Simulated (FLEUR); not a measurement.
CdSe (Cadmoselite) under changes of volume

One of the cells (28.102 Å³/atom); the others are scaled copies at fixed shape and fractional positions:

```
Cd Se
1.0
     4.30000    0.00000    0.00000
    -2.15000    3.72391    0.00000
     0.00000    0.00000    7.02000
Cd Se
2 2
Direct
  0.66667 0.33333 0.50000
  0.33333 0.66667 0.00000
  0.66667 0.33333 0.88500
  0.33333 0.66667 0.38500
```

```yaml
Program: FLEUR MaX-R8.1 (later development tree)
Functional: LDA (von Barth-Hedin)
Potentials_or_basis: all-electron
Basis: FLAPW
Kmax: 4.07 1/bohr
k_mesh: 7 × 7 × 4
Occupations: fermi-dirac, width 0.05 eV
Spin: no spin polarisation
```

```tsv
volume (Å³/atom)	energy over the lowest point (meV/atom)	gap on the mesh (eV)
26.416	1.98	0.56
26.978	0.00	0.52
28.102	8.27	0.44
29.227	?	?
29.789	45.42	0.32
```

Q: What does the run at 29.227 Å³/atom give?

A: Energy over the lowest point 30.40 meV/atom; gap on the mesh 0.36 eV.

Worked out: A Birch-Murnaghan fit of order 2 (a polynomial in V^(-2/3)) to the other rows has its minimum at 26.95 Å³/atom with B0 = V·E''(V) = 58 GPa at fixed shape and positions, which overstates the stiffness. It gives 30.17 meV/atom at 29.227 Å³/atom, against the run's 30.40. A straight line through the other rows of the gap, of slope -2 eV per unit of ln V (its deformation potential), gives 0.36 eV, against the run's 0.36.

Energies are extrapolated to zero smearing.

Caveats: the plane-wave cutoff is short for the semicore states, which can make moduli rough.

Spin-orbit coupling on Cd, Se is left out.
